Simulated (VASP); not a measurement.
# Al in VASP: relaxation of the atoms with PBE

Aim: the relaxation of the atoms of Al with PBE.

Everything below comes from runs of VASP 6.6.1. Logs are shortened: lines on timing, memory, paths and dates and some standing lists are left out, and cuts for length are marked.

### Step 1. The slab as given

The cell holds a slab with vacuum, 9 atoms: a = 2.857 Å, b = 2.857 Å, c = 33.660 Å, α = 90.00°, β = 90.00°, γ = 60.00°.

The cell was built by a generator and needn't be a form met in nature.

### Step 2. Relaxation of the atoms, PBE

The input, INCAR:

```
PREC = Accurate
ENCUT = 520
EDIFF = 1E-6
ISMEAR = 1
SIGMA = 0.2
LREAL = F
LASPH = T
NELM = 80
ALGO = Normal
ISIF = 2
LWAVE = F
LCHARG = F
GGA = PE
IBRION = 2
NSW = 40
EDIFFG = -0.01
KPAR = 8
```

The input, KPOINTS:

```
regular mesh
0
Gamma
  18 18 1
```

The input, POSCAR:

```
Al
1.0
    2.8567113960      0.0000000000      0.0000000000
    1.4283556980      2.4739846402      0.0000000000
    0.0000000000      0.0000000000     33.6599607002
Al
9
Direct
    0.3333333333      0.3333333333      0.2228166594
    0.6666666667      0.6666666667      0.2921124946
    0.0000000000      0.0000000000      0.3614083297
    0.3333333333      0.3333333333      0.4307041649
    0.6666666667      0.6666666667      0.5000000000
    0.0000000000      0.0000000000      0.5692958351
    0.3333333333      0.3333333333      0.6385916703
    0.6666666667      0.6666666667      0.7078875054
    0.0000000000      0.0000000000      0.7771833406
```

Potentials or basis: VASP PAW PBE potentials, release 64 (Al).

Run with:

```sh
> cat potpaw_PBE.64/Al/POTCAR > POTCAR
> mpirun -np 8 vasp_std > vasp.out
```

OUTCAR:

```text
PREC = Accurate
   ENCUT = 520
   EDIFF = 1E-6
   ISMEAR = 1
   LREAL = F
   LASPH = T
   NELM = 80
   ISIF = 2
   GGA = PE
   IBRION = 2
   NSW = 40
   EDIFFG = -0.01

 ion  position               nearest neighbor table
   1  0.333  0.333  0.223-   2 2.86   2 2.86   2 2.86
   2  0.667  0.667  0.292-   3 2.86   3 2.86   3 2.86   1 2.86   1 2.86   1 2.86
   3  0.000  0.000  0.361-   2 2.86   2 2.86   2 2.86   4 2.86   4 2.86   4 2.86
   4  0.333  0.333  0.431-   5 2.86   5 2.86   5 2.86   3 2.86   3 2.86   3 2.86
   5  0.667  0.667  0.500-   4 2.86   4 2.86   6 2.86   6 2.86   6 2.86   4 2.86
   6  0.000  0.000  0.569-   5 2.86   5 2.86   5 2.86   7 2.86   7 2.86   7 2.86
   7  0.333  0.333  0.639-   8 2.86   8 2.86   8 2.86   6 2.86   6 2.86   6 2.86
   8  0.667  0.667  0.708-   7 2.86   7 2.86   7 2.86   9 2.86   9 2.86   9 2.86
   9  0.000  0.000  0.777-   8 2.86   8 2.86   8 2.86

  LATTYP: Found a hexagonal cell.
 ALAT       =     2.8567113960
 C/A-ratio  =    11.7827655771

  Lattice vectors:

 A1 = (  -1.4283556980,  -2.4739846402,   0.0000000000)
 A2 = (   2.8567113960,   0.0000000000,   0.0000000000)
 A3 = (   0.0000000000,   0.0000000000,  33.6599607002)

Analysis of symmetry for initial positions (statically):
=====================================================================
 Subroutine PRICEL returns:
 Original cell was already a primitive cell.

 Routine SETGRP: Setting up the symmetry group for a
 hexagonal supercell.

 Subroutine GETGRP returns: Found 12 space group operations
 (whereof  6 operations were pure point group operations)
 out of a pool of 24 trial point group operations.

The static configuration has the point symmetry C_3v.
 The point group associated with its full space group is D_3d.

Analysis of symmetry for dynamics (positions and initial velocities):
=====================================================================
 Subroutine PRICEL returns:
 Original cell was already a primitive cell.

 Routine SETGRP: Setting up the symmetry group for a
 hexagonal supercell.

 Subroutine GETGRP returns: Found 12 space group operations
 (whereof  6 operations were pure point group operations)
 out of a pool of 24 trial point group operations.

The dynamic configuration has the point symmetry C_3v.
 The point group associated with its full space group is D_3d.

 Subroutine INISYM returns: Found 12 space group operations
 (whereof  6 operations are pure point group operations),
 and found     1 'primitive' translations

----------------------------------------------------------------------------------------

                                     Primitive cell

  volume of cell :     237.8904

  direct lattice vectors                    reciprocal lattice vectors
     2.856711396  0.000000000  0.000000000     0.350052862 -0.202103114  0.000000000
     1.428355698  2.473984640  0.000000000     0.000000000  0.404206228  0.000000000
     0.000000000  0.000000000 33.659960700     0.000000000  0.000000000  0.029708888

  length of vectors
     2.856711396  2.856711396 33.659960700     0.404206228  0.404206228  0.029708888

  position of ions in fractional coordinates (direct lattice)
     0.333333333  0.333333333  0.222816659
     0.666666667  0.666666667  0.292112495
     0.000000000  0.000000000  0.361408330
     0.333333333  0.333333333  0.430704165
     0.666666667  0.666666667  0.500000000
     0.000000000  0.000000000  0.569295835
     0.333333333  0.333333333  0.638591670
     0.666666667  0.666666667  0.707887505
     0.000000000  0.000000000  0.777183341

  ion indices of the primitive-cell ions
   primitive index   ion index
                 1           1
                 2           2
                 3           3
                 4           4
                 5           5
                 6           6
                 7           7
                 8           8
                 9           9

----------------------------------------------------------------------------------------

 KPOINTS: regular mesh

Automatic generation of k-mesh.
 Grid dimensions read from file:
 generate k-points for:   18   18    1

 Generating k-lattice:

  Cartesian coordinates                     Fractional coordinates (reciprocal lattice)
     0.019447381 -0.011227951  0.000000000     0.055555556 -0.000000000  0.000000000
     0.000000000  0.022455902  0.000000000     0.000000000  0.055555556  0.000000000
     0.000000000  0.000000000  0.029708888     0.000000000  0.000000000  1.000000000

  Length of vectors
     0.022455902  0.022455902  0.029708888

  Shift w.r.t. Gamma in fractional coordinates (k-lattice)
     0.000000000  0.000000000  0.000000000

 Subroutine IBZKPT returns following result:
 ===========================================

 Found     37 irreducible k-points:

 Following reciprocal coordinates:
            Coordinates               Weight
  0.000000  0.000000  0.000000      1.000000
  0.055556  0.000000  0.000000      6.000000
  0.111111  0.000000  0.000000      6.000000
  0.166667  0.000000  0.000000      6.000000
  0.222222 -0.000000  0.000000      6.000000
  0.277778  0.000000  0.000000      6.000000
[... 16 lines left out ...]
  0.444444  0.111111  0.000000     12.000000
  0.500000  0.111111  0.000000     12.000000
 [... further k-points ...]
   k-points           NKPTS =     37   k-points in BZ     NKDIM =     37   number of bands    NBANDS=     18
   number of dos      NEDOS =    301   number of ions     NIONS =      9
   total plane-waves  NPLWV = 144000
   dimension x,y,z NGX =    24 NGY =   24 NGZ =  250
   dimension x,y,z NGXF=    48 NGYF=   48 NGZF=  500
   ions per type =               9
   NGX,Y,Z   is equivalent  to a cutoff of  13.97, 13.97, 12.35 a.u.
   NGXF,Y,Z  is equivalent  to a cutoff of  27.93, 27.93, 24.69 a.u.
 SYSTEM =  unknown system
   PREC   = accura    normal or accurate (medium, high low for compatibility)
   ISTART =      0    job   : 0-new  1-cont  2-samecut
   ICHARG =      2    charge: 1-file 2-atom 10-const
   ISPIN  =      1    spin polarized calculation?
   LNONCOLLINEAR =      F non collinear calculations
   LSORBIT =      F    spin-orbit coupling
   LASPH  =      T    aspherical Exc in radial PAW
   ENCUT  =  520.0 eV  38.22 Ry    6.18 a.u.   5.31  5.31 62.59*2*pi/ulx,y,z
   NELM   =     80;   NELMIN=  2; NELMDL= -5     # of ELM steps
   EDIFF  = 0.1E-05   stopping-criterion for ELM
   LREAL  =      F    real-space projection
   EDIFFG = -.1E-01   stopping-criterion for IOM
   NSW    =     40    number of steps for IOM
   IBRION =      2    ionic relax: 0-MD 1-quasi-New 2-CG
   NFREE  =      1    steps in history (QN), initial steepest desc. (CG)
   ISIF   =      2    stress and relaxation
   ISYM   =      2    0-nonsym 1-usesym 2-fastsym
   POTIM  = 0.5000    time-step for ionic-motion
   TEBEG  =    0.0;   TEEND  =   0.0 temperature during run
   PSTRESS=    0.0 pullay stress
   NELECT =      27.0000    total number of electrons
   NUPDOWN=      -1.0000    fix difference up-down
   EMIN   =  10.00;   EMAX   =-10.00  energy-range for DOS
   EFERMI =   0.00;   METHOD = LEGACY
   ISMEAR =     1;   SIGMA  =   0.20  broadening in eV -4-tet -1-fermi 0-gaus
   EFERMI_NEDOS =   21; number of points for ismear=-14 and -15
   IALGO  =     38    algorithm
   IMIX   =      4    mixing-type and parameters
     AMIX     =   0.40;   BMIX     =  1.00
     AMIX_MAG =   1.60;   BMIX_MAG =  1.00
  volume/ion in A,a.u.               =      26.43       178.37
  Fermi-wavevector in a.u.,A,eV,Ry     =   0.792630  1.497853  8.548025  0.628262
  Thomas-Fermi vector in A             =   1.898406
   LORBIT       =      0    0 simple, 1 ext, 2 COOP (PROOUT), +10 PAW based schemes
   GGA     = PE    functional components
   LHFCALC =     F    Hartree Fock is set to
   AEXX    =    0.0000 exact exchange contribution
   IVDW    =     0    specifies the selected vdW correction
   LEPSILON=     F    determine dielectric tensor
   LRPA    =     F    only Hartree local field effects (RPA)
 conjugate gradient relaxation of ions
 non-spin polarized calculation
 Methfessel and Paxton  Order N= 1 SIGMA  =   0.20
  energy-cutoff  :      520.00
  volume of cell :      237.89
 maximum number of plane-waves:      6454
 NGX is ok and might be reduce to    24
   NGX = 11   NGY = 11   NGZ =125

--------------------------------------- Ionic step        1  -------------------------------------------

 number of electron      27.0000000 magnetization

 Free energy of the ion-electron system (eV)
  ---------------------------------------------------
  ext. energy  EPLUGINS =         0.00000000
  ---------------------------------------------------
  free energy    TOTEN  =       -33.00193727 eV

  energy without entropy =      -33.00497390  energy(sigma->0) =      -33.00294948

------------------------ aborting loop because EDIFF is reached ----------------------------------------

  FORCE on cell =-STRESS in cart. coord.  units (eV):
  Direction    XX          YY          ZZ          XY          YZ          ZX
  --------------------------------------------------------------------------------------
  -------------------------------------------------------------------------------------
  Total       -1.2063667     -1.2063667      0.1566440      0.0000000      0.0000000      0.0000000
  in kB       -8.1248051     -8.1248051      1.0549876      0.0000000      0.0000000      0.0000000
  external PRESSURE =      -5.0648742 kB  Pullay stress =       0.0000000 kB
[... 200 lines left out ...]
  energy  without entropy=      -33.0063810313  energy(sigma->0) =      -33.00453197

--------------------------------------- Ionic step        6  -------------------------------------------

 number of electron      27.0000000 magnetization

 Free energy of the ion-electron system (eV)
  ---------------------------------------------------
  ext. energy  EPLUGINS =         0.00000000
  ---------------------------------------------------
  free energy    TOTEN  =       -33.00364516 eV

  energy without entropy =      -33.00632117  energy(sigma->0) =      -33.00453717

 E-fermi :   3.4862     XC(G=0):  -6.9201

 val. band max:        3.4746742430   @ k =  -0.4444   0.2222   0.0000
 cond. band min:       3.5004828852   @ k =   0.5000   0.2222   0.0000
 fundamental gap:      0.0258086422
 Fermi energy:         3.4862077995

 k-point     1 :       0.0000    0.0000    0.0000
  band No.  band energies     occupation
      1      -7.5493      2.00000
      2      -7.3187      2.00000
      3      -6.9255      2.00000
      4      -6.3820      2.00000
      5      -5.7153      2.00000
      6      -4.9217      2.00000
[... 10 lines left out ...]
     17       7.6411      0.00000
     18       8.9979      0.00000
[... 466 lines left out ...]
      2      -2.4144      2.00000
      3      -2.0349      2.00000
      4      -1.5115      2.00000
      5      -0.8750      2.00000
      6      -0.1680      2.00000
[... 10 lines left out ...]
     17       4.2179     -0.00000
     18       4.4528     -0.00000

 [... further k-points ...]

------------------------ aborting loop because EDIFF is reached ----------------------------------------

  FORCE on cell =-STRESS in cart. coord.  units (eV):
  Direction    XX          YY          ZZ          XY          YZ          ZX
  --------------------------------------------------------------------------------------
  -------------------------------------------------------------------------------------
  Total       -1.2269890     -1.2269890      0.0201822      0.0000000     -0.0000000      0.0000000
  in kB       -8.2636950     -8.2636950      0.1359259      0.0000000     -0.0000000      0.0000000
  external PRESSURE =      -5.4638213 kB  Pullay stress =       0.0000000 kB
[... 24 lines left out ...]
  FREE ENERGIE OF THE ION-ELECTRON SYSTEM (eV)
  ---------------------------------------------------
  free  energy   TOTEN  =       -33.0036451640 eV

  energy  without entropy=      -33.0063211745  energy(sigma->0) =      -33.00453717

 reached required accuracy - stopping structural energy minimisation
```

Run time: 79 s. Hardware: 8 MPI ranks of AMD EPYC 9R45 (Zen 5), shared host; peak memory 0.45 GiB.

Results:

- Free energy: -33.0036 eV
- Energy gained by relaxing: 0.2 meV/atom
- Ionic steps: 6
- Largest force after relaxing: 0.006 eV/Å

Forces on the atoms (eV/Å):
```
Al   0.000  0.000 -0.003
Al   0.000  0.000  0.000
Al   0.000  0.000  0.000
Al   0.000  0.000  0.006
Al   0.000  0.000  0.000
Al   0.000  0.000 -0.006
Al   0.000  0.000  0.000
Al   0.000  0.000  0.000
Al   0.000  0.000  0.003
```

The path:
```tsv
step	energy change (eV)	largest force (eV/Å)	pressure (GPa)
1	0.0000	0.0923	-0.51
2	-0.0011	0.0542	-0.52
3	-0.0016	0.0160	-0.54
4	-0.0016	0.0148	-0.53
5	-0.0017	0.0101	-0.54
6	-0.0017	0.0058	-0.55
```

Final structure:
```yaml
crystal:
  lattice:
    - [2.85671, 0.00000, 0.00000]
    - [1.42836, 2.47398, 0.00000]
    - [0.00000, 0.00000, 33.65996]
  atoms:
    - { symbol: Al, position: [0.33333, 0.33333, 0.22255] }
    - { symbol: Al, position: [0.66667, 0.66667, 0.29245] }
    - { symbol: Al, position: [0.00000, 0.00000, 0.36134] }
    - { symbol: Al, position: [0.33333, 0.33333, 0.43072] }
    - { symbol: Al, position: [0.66667, 0.66667, 0.50000] }
    - { symbol: Al, position: [0.00000, 0.00000, 0.56928] }
    - { symbol: Al, position: [0.33333, 0.33333, 0.63866] }
    - { symbol: Al, position: [0.66667, 0.66667, 0.70755] }
    - { symbol: Al, position: [0.00000, 0.00000, 0.77745] }
```

Levels at points of the mesh, in eV from the Fermi level:
| k point | band 9 | band 10 | band 11 | band 12 | band 13 | band 14 | band 15 | band 16 | band 17 | band 18 |
| --- | --- | --- | --- | --- | --- | --- | --- | --- | --- | --- |
| (0.00, 0.00, 0.00) | -5.14 | -3.97 | -2.51 | -1.03 | 0.47 | 1.92 | 3.11 | 3.95 | 4.15 | 5.51 |
| (0.50, 0.00, 0.00) | -3.45 | -3.36 | -2.86 | -2.38 | -1.65 | -1.35 | -0.54 | -0.46 | 0.70 | 0.72 |

Caveat: the bands computed are all filled at some k points, so no gap is given.
